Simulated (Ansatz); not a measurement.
# ZrO2: the cost of one run

Program: Ansatz 0.2.0. Level of theory: DFT r2SCAN, scalar-relativistic, plane waves, PAW. These are calculated values, not measurements.

1 further run of the same task is left out (set aside as unsound or not needed).

## 1. The structure to begin with

It takes space group P4_2/nmc (No. 137, tetragonal). Conventional cell: a = 3.601 Å, b = 3.601 Å, c = 5.228 Å, α = 90.00°, β = 90.00°, γ = 90.00°. Zr (site symmetry -4m2) has 4 O at 2.07 Å as nearest neighbours. O (site symmetry 2mm) has 2 Zr at 2.07 Å as nearest neighbours.

As a file:

```cif
data_structure
_symmetry_space_group_name_H-M 'P 1'
_symmetry_Int_Tables_number 1
_cell_length_a 3.6015
_cell_length_b 3.6015
_cell_length_c 5.2281
_cell_angle_alpha 90.000
_cell_angle_beta 90.000
_cell_angle_gamma 90.000
_cell_volume 67.81
loop_
_atom_site_label
_atom_site_type_symbol
_atom_site_fract_x
_atom_site_fract_y
_atom_site_fract_z
_atom_site_occupancy
Zr1 Zr 0.00000 0.00000 0.00000 1
Zr2 Zr 0.50000 0.50000 0.50000 1
O1 O 0.00000 0.50000 0.19678 1
O2 O 0.00000 0.50000 0.69678 1
O3 O 0.50000 0.00000 0.30322 1
O4 O 0.50000 0.00000 0.80322 1
```

It is the result of an earlier relaxation at this level (volume 11.30 Å³/atom; gap on the mesh: 4.62 eV).

## 2. Band edges and mean potential of the bulk

The input, input.yaml:

```yaml
crystal:
  lattice:
    - [3.6014526589, 0.0, 0.0]
    - [0.0, 3.6014526589, 0.0]
    - [0.0, 0.0, 5.2281148232]
  atoms:
    - { symbol: Zr, position: [0.0, 0.0, 0.0] }
    - { symbol: Zr, position: [0.5, 0.5, 0.5] }
    - { symbol: O, position: [0.0, 0.5, 0.1967750474] }
    - { symbol: O, position: [0.0, 0.5, 0.6967750474] }
    - { symbol: O, position: [0.5, 0.0, 0.3032249526] }
    - { symbol: O, position: [0.5, 0.0, 0.8032249526] }
basis:
  ecutwfc: 500
kpoints:
  mp_grid: { grid: [6, 6, 6] }
  band_path: { path: [VBM, CBM], npoints: 2 }
hamiltonian:
  xc: r2scan
scf:
  occupations: { method: gaussian, width: 0.02 }
output:
  forces: true
  stress: true
  eigenvalues: true
```

Launch:

```sh
> ansatz run input.yaml --threads 2 --pin off --max-ram 5120MiB --backend cpu --events-out ev --progress --plain --runs-dir out
```

Q: Estimate wall time and peak memory on 2 threads of Intel Xeon Platinum 8375C at 2.90GHz (Ice Lake), shared host.

About 14 s, with a peak of 0.57 GiB.
